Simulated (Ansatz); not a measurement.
ZnO at several levels of theory

One geometry, relaxed with PBE, and single points on it; plane waves with PAW potentials in Ansatz, scalar-relativistic unless the row names spin-orbit coupling. No spin polarisation. Meshes are on the primitive cell of 4 atoms. Gaps are the least over mesh and band path; pressure is positive in compression. Smearing is Gaussian, 0.02 eV. Stresses of the hybrids are converged loosely, to a few tenths of a GPa.

```
Zn O
1.0
     3.27950    0.00000    0.00000
    -1.63975    2.84013    0.00000
     0.00000    0.00000    5.29332
Zn O
2 2
Cartesian
  0.0000 1.8934 2.6465
  1.6397 0.9467 -0.0002
  1.6397 0.9467 2.0064
  0.0000 1.8934 4.6530
```

| level | cutoff (eV) | k mesh | gap (eV) | pressure (GPa) | rough cost with bands (core-min) |
| --- | --- | --- | --- | --- | --- |
| HSE06 | 420 | 6×6×4 | 2.43 | -4.3 | 11 |

Task: What does PBE0 give on the same cell?

Result:
| level | cutoff (eV) | k mesh | gap (eV) | pressure (GPa) | rough cost with bands (core-min) |
| --- | --- | --- | --- | --- | --- |
| PBE0 | 420 | 6×6×4 | 3.11 | -4.5 | 11 |